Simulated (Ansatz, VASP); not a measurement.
This is a calculation of CsBr for VASP 6.6.1.

File INCAR:

```
SYSTEM = CsBr
  PREC = Accurate
  ENCUT = 520
  EDIFF = 1E-7
  ISMEAR = -1
  SIGMA = 0.05
  LREAL = .FALSE.
  LASPH = .TRUE.
  NELM = 60
  ALGO = Normal
  ISIF = 2
  LWAVE = .FALSE.
  LCHARG = .FALSE.
  GGA = PE
  NBANDS = 15
```

File KPOINTS:

```
regular mesh
0
G
  6 6 6
  0 0 0
```

Contents of POSCAR:

```
CsBr
1.0
    4.3825448296      0.0000000000      0.0000000000
    0.0000000000      4.3825448296      0.0000000000
    0.0000000000      0.0000000000      4.3825448296
Cs Br
1 1
Direct
    0.0000000000      0.0000000000      0.0000000000
    0.5000000000      0.5000000000      0.5000000000
```

Potentials or basis: VASP PAW PBE potentials, release 64 (Cs_sv, Br).

Command:

```bash
$ cat potpaw_PBE.64/Cs_sv/POTCAR potpaw_PBE.64/Br/POTCAR > POTCAR
$ mpirun -np 1 vasp_std > vasp.out
```

Task: Set up the same calculation for Ansatz 0.2.0. Potentials there: Ansatz PAW.

Result: As run (the cutoff follows the program's own potentials):

The input input.yaml:

```yaml
crystal:
  lattice:
    - [4.3825448296, 0.0, 0.0]
    - [0.0, 4.3825448296, 0.0]
    - [0.0, 0.0, 4.3825448296]
  atoms:
    - { symbol: Cs, position: [0.0, 0.0, 0.0] }
    - { symbol: Br, position: [0.5, 0.5, 0.5] }
hamiltonian:
  xc: pbe
  pseudopotentials: { kind: paw }
kpoints:
  mp_grid: { grid: [6, 6, 6] }
scf:
  occupations: { method: fermi_dirac, width: 0.05 }
output:
  forces: true
  stress: true
  eigenvalues: true
```

Potentials or basis: Ansatz PAW.

The run is started by

```console
$ ansatz run input.yaml --threads 2 --pin off --max-ram 5120MiB --backend cpu --events-out ev --progress --plain --runs-dir out
```

Both were run:

|  | VASP | Ansatz | Ansatz less VASP |
| --- | --- | --- | --- |
| gap on the k mesh at the Fermi level (eV) | 4.26 | 4.27 | +0.011 |
| least direct gap on the mesh (eV) | 4.28 | 4.29 | +0.008 |
| pressure (GPa) | 0.1 | 0.1 | -0.03 |

Caveats: spin-orbit coupling is left out, which moves the levels of the heavy elements. A k mesh can miss the band edges.
